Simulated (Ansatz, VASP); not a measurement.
This is a calculation of W (Tungsten) for Ansatz 0.2.0. 

The input input.yaml:

```yaml
crystal:
  lattice:
    - [-1.582345, 1.582345, 1.582345]
    - [1.582345, -1.582345, 1.582345]
    - [1.582345, 1.582345, -1.582345]
  atoms:
    - { symbol: W, position: [0.0, 0.0, 0.0] }
hamiltonian:
  xc: lda
  pseudopotentials: { kind: paw }
  hubbard: { sites: [{ species: W, l: d, u_eff: 4.0 }] }
kpoints:
  mp_grid: { grid: [12, 12, 12] }
scf:
  occupations: { method: fermi_dirac, width: 0.05 }
output:
  forces: true
  stress: true
  eigenvalues: true
```

Potentials or basis: Ansatz PAW.

The run is started by

```sh
$ ansatz run input.yaml --threads 2 --pin off --max-ram 5632MiB --backend cpu --events-out ev --progress --plain --runs-dir out
```

Task: What does the same run look like in VASP 6.6.1? Potentials or basis there: LDA PAW files W_sv, 520 eV.

Result: As run (cutoffs and basis follow the program's own potentials, and thresholds, step limits or extra output files can differ):

File INCAR:

```
SYSTEM = W
  ALGO = Fast
  EDIFF = 1E-7
  ENCUT = 520
  ISIF = 2
  ISMEAR = -1
  LASPH = .True.
  LCHARG = .False.
  LDAU = .True.
  LDAUJ = 0
  LDAUL = 2
  LDAUPRINT = 1
  LDAUTYPE = 2
  LDAUU = 4
  LMAXMIX = 4
  LREAL = .False.
  LWAVE = .False.
  NBANDS = 13
  NELM = 80
  PREC = Accurate
  SIGMA = 0.05
```

Contents of KPOINTS:

```
k-points
0
Gamma
  12 12 12
  0 0 0
```

Contents of POSCAR:

```
W
1.0
   -1.5823450000      1.5823450000      1.5823450000
    1.5823450000     -1.5823450000      1.5823450000
    1.5823450000      1.5823450000     -1.5823450000
W
1
Direct
    0.0000000000      0.0000000000      0.0000000000
```

Potentials or basis: VASP PAW LDA potentials, release 64 (W_sv).

Run with:

```bash
$ cat potpaw_LDA.64/W_sv/POTCAR > POTCAR
$ mpirun -np 1 vasp_std > vasp.out
```

Both were run:

|  | Ansatz | VASP |
| --- | --- | --- |
| Pressure | -6.8 GPa | 4.4 GPa |

Ansatz's pressure holds a Pulay term of +0.04 GPa for its cutoff of 420 eV, which the other run lacks.

Ansatz's potentials were made for PBE.

Where Ansatz's input types no cutoff or centring, it takes its own default and a Γ-centred mesh.

The two programs' LDA may be different fits to the electron gas.

The two runs disagree by more than potentials and bases usually give (in gap, levels, pressure or energy); the cause wasn't traced.

How U acts hangs on each program's projectors.

Pressure is positive in compression.
